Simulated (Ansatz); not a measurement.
# O on Ir(111): change of the work function, part 2 of 4

How does O on the hcp site change the work function of Ir(111) as the layer fills?

Ansatz 0.2.0; plane-wave DFT, PBE, Ansatz PAW.

So far, work function, upper face (eV): step 2 (the clean slab) 5.50.

### 3. The covered slab, k-mesh 5×5×1, coverage 0.111 ML

System of this step: Ir36O (O/Ir(111)). The cell holds 37 atoms: 36 Ir and 1 O. Its edges and angles: a = 8.146 Å, b = 8.146 Å, c = 25.989 Å, α = 90.0°, β = 90.0°, γ = 60.0°. Vacuum lies along c.

The clean slab as it ended is repeated in the plane and the adsorbate is set on one face; the cell's size fixes the coverage, and the k-mesh shrinks with it to keep the sampling density about even. Adsorbate and upper layers relax, since the dipole depends on the height.

Input file input.yaml:

```yaml
crystal:
  lattice:
    - [8.1458701194, 0.0, 0.0]
    - [4.0729350597, 7.0545304593, 0.0]
    - [0.0, 0.0, 25.988603367]
  atoms:
    - { symbol: Ir, position: [0.0, 0.0, 0.346305643] }
    - { symbol: Ir, position: [0.1111111111, 0.1111111111, 0.4316132297] }
    - { symbol: Ir, position: [0.2222222222, 0.2222222222, 0.5168261834] }
    - { symbol: Ir, position: [0.0, 0.0, 0.6016801495] }
    - { symbol: Ir, position: [0.0, 0.3333333333, 0.346305643] }
    - { symbol: Ir, position: [0.1111111111, 0.4444444444, 0.4316132297] }
    - { symbol: Ir, position: [0.2222222222, 0.5555555556, 0.5168261834] }
    - { symbol: Ir, position: [0.0, 0.3333333333, 0.6016801495] }
    - { symbol: Ir, position: [0.0, 0.6666666667, 0.346305643] }
    - { symbol: Ir, position: [0.1111111111, 0.7777777778, 0.4316132297] }
    - { symbol: Ir, position: [0.2222222222, 0.8888888889, 0.5168261834] }
    - { symbol: Ir, position: [0.0, 0.6666666667, 0.6016801495] }
    - { symbol: Ir, position: [0.3333333333, 0.0, 0.346305643] }
    - { symbol: Ir, position: [0.4444444444, 0.1111111111, 0.4316132297] }
    - { symbol: Ir, position: [0.5555555556, 0.2222222222, 0.5168261834] }
    - { symbol: Ir, position: [0.3333333333, 0.0, 0.6016801495] }
    - { symbol: Ir, position: [0.3333333333, 0.3333333333, 0.346305643] }
    - { symbol: Ir, position: [0.4444444444, 0.4444444444, 0.4316132297] }
    - { symbol: Ir, position: [0.5555555556, 0.5555555556, 0.5168261834] }
    - { symbol: Ir, position: [0.3333333333, 0.3333333333, 0.6016801495] }
    - { symbol: Ir, position: [0.3333333333, 0.6666666667, 0.346305643] }
    - { symbol: Ir, position: [0.4444444444, 0.7777777778, 0.4316132297] }
    - { symbol: Ir, position: [0.5555555556, 0.8888888889, 0.5168261834] }
    - { symbol: Ir, position: [0.3333333333, 0.6666666667, 0.6016801495] }
    - { symbol: Ir, position: [0.6666666667, 0.0, 0.346305643] }
    - { symbol: Ir, position: [0.7777777778, 0.1111111111, 0.4316132297] }
    - { symbol: Ir, position: [0.8888888889, 0.2222222222, 0.5168261834] }
    - { symbol: Ir, position: [0.6666666667, 0.0, 0.6016801495] }
    - { symbol: Ir, position: [0.6666666667, 0.3333333333, 0.346305643] }
    - { symbol: Ir, position: [0.7777777778, 0.4444444444, 0.4316132297] }
    - { symbol: Ir, position: [0.8888888889, 0.5555555556, 0.5168261834] }
    - { symbol: Ir, position: [0.6666666667, 0.3333333333, 0.6016801495] }
    - { symbol: Ir, position: [0.6666666667, 0.6666666667, 0.346305643] }
    - { symbol: Ir, position: [0.7777777778, 0.7777777778, 0.4316132297] }
    - { symbol: Ir, position: [0.8888888889, 0.8888888889, 0.5168261834] }
    - { symbol: Ir, position: [0.6666666667, 0.6666666667, 0.6016801495] }
    - { symbol: O, position: [0.2222222222, 0.2222222222, 0.653694357] }
kpoints:
  mp_grid: { grid: [5, 5, 1] }
hamiltonian:
  xc: pbe
scf:
  occupations: { method: fermi_dirac, width: 0.1 }
  convergence: { dr2_threshold: 1.0e-08 }
efield:
  axis: 3
  dipole_correction: true
  ramp_position: 0.97
  ramp_width: 0.06
relax:
  f_tol: 0.02
  max_steps: 60
  constraints:
    - { sites: [0, 1, 4, 5, 8, 9, 12, 13, 16, 17, 20, 21, 24, 25, 28, 29, 32, 33] }
output:
  bader: true
  write_potential: true
  write_density: true
  volumetric_format: npy
```

Command:

```console
> ansatz run input.yaml --threads 4 --pin off --max-ram 12288MiB --backend cpu --events-out ev --progress --plain --runs-dir out
```

Numbers of over 12 decimals in the logs are rounded to 6 here.

Log:

```text
[...]
Crystal: 37 atoms, lattice volume = 1493.443 Å³
Basis set: ecut = 420 eV, 29205 PW (Γ), exchange–correlation on 120×120×360 points (8 copies of the dense FFT grid, shifted against one another)
Bands: 371, of which v1, the nominal top of the filled ones, is band 309 counted from 1 (308 counted from 0)
Symmetry: 6 space group operations
[...]
k-points: 5 of 25 (time reversal used)
[...]
SCF iter   1: F=—  HF=-430222.067223 eV  |F-HF|=—  |Δ(HF+E_count)|=         —  Δρ=6.27e-3  dr2=3.08e0  ethr=1.77e-3  p=-0.042 e·Å  D=-5.05e-3 V/Å  ΔV_dip=0.13 eV  dr2_dipole=7.93e-2  V_vac-E_F(+/−)=5.32/5.19 eV  ⟨swp⟩=7.8  Hψ=8239  notcnv=0  defer=36
[...]
SCF iter  10: F=-430222.012195 eV  HF=-430222.012195 eV  |F-HF|=2.86e-8  |Δ(HF+E_count)|=   2.03e-7  Δρ=3.03e-7  dr2=1.72e-9  ethr=1.62e-12  p=-0.034 e·Å  D=-4.13e-3 V/Å  ΔV_dip=0.11 eV  dr2_dipole=1.23e-11  V_vac-E_F(+/−)=5.61/5.50 eV  ⟨swp⟩=10.0  Hψ=12595  notcnv=0
SCF 1 converged in 10 iterations: F = -430222.012195 eV  dr2 = 1.72e-9
[...]
relax step   1: F+E_penalty+E_count = -430222.01219492 eV  Δ(F+E_penalty+E_count) = +0.000e0 eV  max|allowed force component| = 1.181e0 eV/Å  Δτ_max = 0.0000 Å  (10 SCF iters, accepted)
[...]
SCF iter  10: F=-430222.106302 eV  HF=-430222.106302 eV  |F-HF|=4.35e-8  |Δ(HF+E_count)|=   9.59e-8  Δρ=4.08e-7  dr2=4.23e-9  ethr=1.62e-12  p=-0.039 e·Å  D=-4.71e-3 V/Å  ΔV_dip=0.12 eV  dr2_dipole=1.89e-11  V_vac-E_F(+/−)=5.62/5.50 eV  ⟨swp⟩=10.4  Hψ=13226  notcnv=0
SCF 2 converged in 10 iterations: F = -430222.106302 eV  dr2 = 4.23e-9
relax step   2: F+E_penalty+E_count = -430222.10630237 eV  Δ(F+E_penalty+E_count) = -9.411e-2 eV  max|allowed force component| = 5.884e-1 eV/Å  Δτ_max = 0.1293 Å  (10 SCF iters, accepted)
SCF iter   1: F=—  HF=-430222.187254 eV  |F-HF|=—  |Δ(HF+E_count)|=         —  Δρ=3.11e-3  dr2=1.29e-1  ethr=1.60e-4  p=-0.039 e·Å  D=-4.71e-3 V/Å  ΔV_dip=0.12 eV  dr2_dipole=8.32e-3  V_vac-E_F(+/−)=5.62/5.50 eV  ⟨swp⟩=3.2  Hψ=3783  notcnv=0  defer=78
[...]
SCF iter   9: F=-430222.173004 eV  HF=-430222.173004 eV  |F-HF|=3.91e-8  |Δ(HF+E_count)|=   1.25e-7  Δρ=4.51e-7  dr2=3.08e-9  ethr=1.62e-12  p=-0.032 e·Å  D=-3.82e-3 V/Å  ΔV_dip=0.10 eV  dr2_dipole=1.80e-11  V_vac-E_F(+/−)=5.60/5.50 eV  ⟨swp⟩=10.2  Hψ=13200  notcnv=0
SCF 3 converged in 9 iterations: F = -430222.173004 eV  dr2 = 3.08e-9
relax step   3: F+E_penalty+E_count = -430222.17300359 eV  Δ(F+E_penalty+E_count) = -6.670e-2 eV  max|allowed force component| = 2.071e-1 eV/Å  Δτ_max = 0.0682 Å  (9 SCF iters, accepted)
[...]
relax step   4: F+E_penalty+E_count = -430222.17610534 eV  Δ(F+E_penalty+E_count) = -3.102e-3 eV  max|allowed force component| = 9.851e-2 eV/Å  Δτ_max = 0.0124 Å  (7 SCF iters, accepted)
SCF iter   1: F=—  HF=-430222.175776 eV  |F-HF|=—  |Δ(HF+E_count)|=         —  Δρ=4.00e-4  dr2=1.21e-3  ethr=2.17e-6  p=-0.029 e·Å  D=-3.50e-3 V/Å  ΔV_dip=0.09 eV  dr2_dipole=4.99e-5  V_vac-E_F(+/−)=5.59/5.50 eV  ⟨swp⟩=3.0  Hψ=3604  notcnv=0  defer=78
[...]
SCF iter   7: F=-430222.177041 eV  HF=-430222.177041 eV  |F-HF|=7.35e-8  |Δ(HF+E_count)|=   1.71e-7  Δρ=4.37e-7  dr2=3.00e-9  ethr=1.62e-12  p=-0.026 e·Å  D=-3.19e-3 V/Å  ΔV_dip=0.08 eV  dr2_dipole=3.63e-11  V_vac-E_F(+/−)=5.58/5.50 eV  ⟨swp⟩=9.4  Hψ=12765  notcnv=0
SCF 5 converged in 7 iterations: F = -430222.177041 eV  dr2 = 3.00e-9
relax step   5: F+E_penalty+E_count = -430222.17704149 eV  Δ(F+E_penalty+E_count) = -9.361e-4 eV  max|allowed force component| = 5.687e-3 eV/Å  Δτ_max = 0.0114 Å  (7 SCF iters, accepted)
NSCF: frozen V_eff on 5 k-points
[...]
SCF converged after 7 iterations
Free energy (F): -430222.177041 eV
[...]
Internal energy: -430220.887178 eV  (E = F + TS)
E sigma→0 (E₀):  -430221.532110 eV
Entropy (-TS):   -1.289864 eV (-34.861 meV/atom)
Fermi energy:    5.199240 eV
Dipole field:    D = -0.003188 V/Å  (p = -0.026314 e·Å, saw-weighted, corrected)
Work function:   Φ+ = 5.5808 eV   Φ− = 5.4979 eV
[...]
--- Forces (eV/Å), atoms counted from 1 ---
  atom   1  Ir     0.09912176     0.05722797     0.16822844
  atom   2  Ir    -0.09023127    -0.05209505    -0.08975953
  atom   3  Ir     0.00000000    -0.00000000     0.00191995
  atom   4  Ir     0.00296482     0.00171174    -0.00292794
  atom   5  Ir    -0.02049996     0.01183566     0.08937386
  atom   6  Ir    -0.00000000     0.10419010    -0.08975953
  atom   7  Ir    -0.00240283     0.00056217    -0.00249645
  atom   8  Ir    -0.00021268     0.00012279    -0.00095666
  atom   9  Ir     0.00000000    -0.11445595     0.16822844
  atom  10  Ir     0.04592807    -0.02651658    -0.13021233
  atom  11  Ir    -0.00168827     0.00179983    -0.00249645
  atom  12  Ir    -0.00000000    -0.00342348    -0.00292794
  atom  13  Ir     0.00000000    -0.02367132     0.08937386
  atom  14  Ir     0.09023127    -0.05209505    -0.08975953
  atom  15  Ir    -0.00071456    -0.00236200    -0.00249645
  atom  16  Ir     0.00000000    -0.00024558    -0.00095666
  atom  17  Ir     0.02049996     0.01183566     0.08937386
  atom  18  Ir    -0.01619107    -0.00934792    -0.13244738
  atom  19  Ir    -0.00000000    -0.00000000    -0.00215659
  atom  20  Ir     0.00021268     0.00012279    -0.00095666
  atom  21  Ir    -0.03174629     0.01832873     0.10451662
  atom  22  Ir    -0.00000000     0.01869584    -0.13244738
  atom  23  Ir     0.00168827     0.00179983    -0.00249645
  atom  24  Ir    -0.00492479     0.00284333     0.00068209
  atom  25  Ir    -0.09912176     0.05722797     0.16822844
  atom  26  Ir    -0.00000000     0.05303316    -0.13021233
  atom  27  Ir     0.00071456    -0.00236200    -0.00249645
  atom  28  Ir    -0.00296482     0.00171174    -0.00292794
  atom  29  Ir     0.00000000    -0.03665746     0.10451662
  atom  30  Ir     0.01619107    -0.00934792    -0.13244738
  atom  31  Ir     0.00240283     0.00056217    -0.00249645
  atom  32  Ir     0.00000000    -0.00568666     0.00068209
  atom  33  Ir     0.03174629     0.01832873     0.10451662
  atom  34  Ir    -0.04592807    -0.02651658    -0.13021233
  atom  35  Ir    -0.00000000    -0.00000000    -0.00233492
  atom  36  Ir     0.00492479     0.00284333     0.00068209
  atom  37  O      0.00000000     0.00000000    -0.00195553
  max |Σ_I F_I| component: 1.43e-5 eV/Å
--- Band table (eV; the first three rows and the last of 5) ---
  k-point 0: bands = [... 305 lower, 4.9427, 4.9427, 5.0001, 5.0001, 5.0549, 5.1344, 5.1344, 5.2095, ... 58 higher]
  k-point 1: bands = [... 305 lower, 4.9746, 4.9818, 5.1104, 5.1252, 5.2276, 5.2456, 5.2800, 5.3034, ... 58 higher]
  k-point 2: bands = [... 305 lower, 4.9467, 5.0391, 5.0626, 5.1900, 5.2526, 5.2835, 5.3072, 5.3670, ... 58 higher]
  k-point 4: bands = [... 305 lower, 5.0617, 5.1408, 5.1793, 5.2114, 5.3092, 5.3379, 5.3906, 5.4503, ... 58 higher]
--- Relaxed structure (5 steps of the walk, 5 accepted, 0 SCFs on fresh bases) ---
  F+E_penalty+E_count = -430222.17704149 eV   max|allowed force component| = 5.687e-3 eV/Å
  atoms:
    - { symbol: Ir, position: [-1.1111107654569526e-11, -1.1111107654569527e-11, 0.346305643] }
    - { symbol: Ir, position: [0.111111, 0.111111, 0.4316132297] }
    - { symbol: Ir, position: [0.222222, 0.222222, 0.515456] }
    - { symbol: Ir, position: [-0.0023748, -0.0023748, 0.601246] }
    - { symbol: Ir, position: [2.222225181647275e-11, 0.333333, 0.346305643] }
    - { symbol: Ir, position: [0.111111, 0.444444, 0.4316132297] }
    - { symbol: Ir, position: [0.222864, 0.554154, 0.517117] }
    - { symbol: Ir, position: [-0.00572158, 0.336194, 0.604463] }
    - { symbol: Ir, position: [-1.1111167541599798e-11, 0.666667, 0.346305643] }
    - { symbol: Ir, position: [0.111111, 0.777778, 0.4316132297] }
    - { symbol: Ir, position: [0.222864, 0.889648, 0.517117] }
    - { symbol: Ir, position: [-0.0023748, 0.671416, 0.601246] }
    - { symbol: Ir, position: [0.333333, 2.2222228436776168e-11, 0.346305643] }
    - { symbol: Ir, position: [0.444444, 0.111111, 0.4316132297] }
    - { symbol: Ir, position: [0.554154, 0.222864, 0.517117] }
    - { symbol: Ir, position: [0.336194, -0.00572158, 0.604463] }
    - { symbol: Ir, position: [0.333333, 0.333333, 0.346305643] }
    - { symbol: Ir, position: [0.444444, 0.444444, 0.4316132297] }
    - { symbol: Ir, position: [0.555556, 0.555556, 0.516218] }
    - { symbol: Ir, position: [0.336194, 0.336194, 0.604463] }
    - { symbol: Ir, position: [0.333333, 0.666667, 0.346305643] }
    - { symbol: Ir, position: [0.444444, 0.777778, 0.4316132297] }
    - { symbol: Ir, position: [0.554154, 0.889648, 0.517117] }
    - { symbol: Ir, position: [0.333533, 0.666567, 0.601413] }
    - { symbol: Ir, position: [0.666667, -1.1111107654569527e-11, 0.346305643] }
    - { symbol: Ir, position: [0.777778, 0.111111, 0.4316132297] }
    - { symbol: Ir, position: [0.889648, 0.222864, 0.517117] }
    - { symbol: Ir, position: [0.671416, -0.0023748, 0.601246] }
    - { symbol: Ir, position: [0.666667, 0.333333, 0.346305643] }
    - { symbol: Ir, position: [0.777778, 0.444444, 0.4316132297] }
    - { symbol: Ir, position: [0.889648, 0.554154, 0.517117] }
    - { symbol: Ir, position: [0.666567, 0.333533, 0.601413] }
    - { symbol: Ir, position: [0.666667, 0.666667, 0.346305643] }
    - { symbol: Ir, position: [0.777778, 0.777778, 0.4316132297] }
    - { symbol: Ir, position: [0.888889, 0.888889, 0.516025] }
    - { symbol: Ir, position: [0.666567, 0.666567, 0.601413] }
    - { symbol: O, position: [0.222222, 0.222222, 0.653462] }
--- Bader charges: 37 sites ---
  site symbol  charge [e]  shift [e]
     0     Ir     -0.0622     0.0000
     1     Ir      0.0691     0.0000
     2     Ir      0.0616     0.0000
     3     Ir     -0.0511     0.0001
     4     Ir     -0.0652     0.0000
     5     Ir      0.0691     0.0000
     6     Ir      0.0534     0.0000
     7     Ir      0.1686     0.0009
     8     Ir     -0.0622     0.0000
     9     Ir      0.0649     0.0000
    10     Ir      0.0534     0.0000
    11     Ir     -0.0511     0.0001
    12     Ir     -0.0652     0.0000
    13     Ir      0.0691     0.0000
    14     Ir      0.0534     0.0000
    15     Ir      0.1686     0.0009
    16     Ir     -0.0652     0.0000
    17     Ir      0.0628     0.0000
    18     Ir      0.0669     0.0000
    19     Ir      0.1686     0.0009
    20     Ir     -0.0641     0.0000
    21     Ir      0.0628     0.0000
    22     Ir      0.0534     0.0000
    23     Ir     -0.0429     0.0000
    24     Ir     -0.0622     0.0000
    25     Ir      0.0649     0.0000
    26     Ir      0.0534     0.0000
    27     Ir     -0.0511     0.0001
    28     Ir     -0.0642     0.0000
    29     Ir      0.0628     0.0000
    30     Ir      0.0534     0.0000
    31     Ir     -0.0429     0.0000
    32     Ir     -0.0642     0.0000
    33     Ir      0.0649     0.0000
    34     Ir      0.0667     0.0001
    35     Ir     -0.0428     0.0000
    36      O     -0.7556     0.0029
  estimated error of the sums over rays = 5.4e-4 e
```

It took 13 min on 4 threads of Arm Neoverse V1, shared host; peak memory 9.9 GiB.

This run has no spin polarisation, although Ir can carry a moment.

Step by step:

| step | energy less that of the first step (eV) | largest force component (eV/Å) |
| --- | --- | --- |
| 1 | 0.0000 | 1.1812 |
| 2 | -0.0941 | 0.5884 |
| 3 | -0.1608 | 0.2071 |
| 4 | -0.1639 | 0.0985 |
| 5 | -0.1648 | 0.0057 |

The run keeps the 6 symmetry operations that it works with, so distortions that break them were not tested.

The atoms that moved most (Å):

| atom | dx | dy | dz | length |
| --- | --- | --- | --- | --- |
| Ir8 | -0.035 | 0.020 | 0.072 | 0.083 |
| Ir16 | 0.000 | -0.040 | 0.072 | 0.083 |
| Ir20 | 0.035 | 0.020 | 0.072 | 0.083 |
| Ir3 | 0.000 | 0.000 | -0.036 | 0.036 |
| Ir28 | 0.029 | -0.017 | -0.011 | 0.035 |
| Ir12 | 0.000 | 0.034 | -0.011 | 0.035 |
| Ir4 | -0.029 | -0.017 | -0.011 | 0.035 |
| Ir35 | 0.000 | 0.000 | -0.021 | 0.021 |

The relaxed structure:

```
Ir O
1.0
     8.14587    0.00000    0.00000
     4.07294    7.05453    0.00000
     0.00000    0.00000   25.98860
Ir O
36 1
Direct
  0.00000 0.00000 0.34631
  0.11111 0.11111 0.43161
  0.22222 0.22222 0.51546
  0.99763 0.99763 0.60125
  0.00000 0.33333 0.34631
  0.11111 0.44444 0.43161
  0.22286 0.55415 0.51712
  0.99428 0.33619 0.60446
  0.00000 0.66667 0.34631
  0.11111 0.77778 0.43161
  0.22286 0.88965 0.51712
  0.99763 0.67142 0.60125
  0.33333 0.00000 0.34631
  0.44444 0.11111 0.43161
  0.55415 0.22286 0.51712
  0.33619 0.99428 0.60446
  0.33333 0.33333 0.34631
  0.44444 0.44444 0.43161
  0.55556 0.55556 0.51622
  0.33619 0.33619 0.60446
  0.33333 0.66667 0.34631
  0.44444 0.77778 0.43161
  0.55415 0.88965 0.51712
  0.33353 0.66657 0.60141
  0.66667 0.00000 0.34631
  0.77778 0.11111 0.43161
  0.88965 0.22286 0.51712
  0.67142 0.99763 0.60125
  0.66667 0.33333 0.34631
  0.77778 0.44444 0.43161
  0.88965 0.55415 0.51712
  0.66657 0.33353 0.60141
  0.66667 0.66667 0.34631
  0.77778 0.77778 0.43161
  0.88889 0.88889 0.51603
  0.66657 0.66657 0.60141
  0.22222 0.22222 0.65346
```

Numbers from this step:

- energy at zero smearing: -430221.5321 eV
- work function, upper face: 5.581 eV
- work function, lower face: 5.498 eV
- dipole along the normal: -0.02631 e·Å
- step between the vacuum levels: 0.08287 eV

Running mean over 2.217 Å of the planar mean; the ramp of the sawtooth is left out. Electron's electrostatic potential energy less the Fermi level against z:

z (Å), electron's electrostatic potential energy less the Fermi level (eV) and a bar from the least value:
```
      3.5        5.5 ##############################
      4.0        5.5 ##############################
      4.5        5.5 ##############################
      5.0        5.5 ##############################
      5.5        5.5 ##############################
      6.0        5.4 ##############################
      6.5        5.2 #############################
      7.0        4.3 ############################
      7.5        0.8 #######################
      8.0       -5.5 #############
      8.5      -10.8 ####
      9.0      -12.7 #
      9.5      -13.1 #
     10.0      -13.3 #
     10.5      -13.4 
     11.0      -13.5 
     11.5      -13.6 
     12.0      -13.6 
     12.5      -13.6 
     13.0      -13.6 
     13.5      -13.5 
     14.0      -13.4 
     14.5      -13.3 #
     15.0      -13.2 #
     15.5      -13.1 #
     16.0      -12.2 ##
     16.5       -8.0 #########
     17.0       -1.6 ###################
     17.5        3.1 ##########################
     18.0        4.8 #############################
     18.5        5.4 ##############################
     19.0        5.5 ##############################
     19.5        5.6 ##############################
     20.0        5.6 ##############################
     20.5        5.6 ##############################
     21.0        5.6 ##############################
     21.5        5.6 ##############################
     22.0        5.6 ##############################
     22.5        5.6 ##############################
```

The relaxation took 5 steps and lowered the energy by 0.16 eV; the largest force on the free atoms ends at 0.0057 eV/Å.

The covered face has 5.58 eV, +0.09 eV against the clean one; the bare back face has moved by -0.00 eV, a measure of how thin the slab is.

(Part 2 of 4 ends here.)

[Logs are printed without paths, hosts, clocks, repeated set-up lines and the standing remarks that a program may print on its own settings, such as how far it seeks lower states.]

[Hosts, paths, dates, database ids (printed as entryN), source tags and the programs' standing remarks are cut or masked in the printed files.]

[Maps of the electrostatic potential energy from Ansatz leave out the sawtooth potential of an applied field or a dipole correction, so their vacuum need not be flat; planar profiles and work functions include it.]
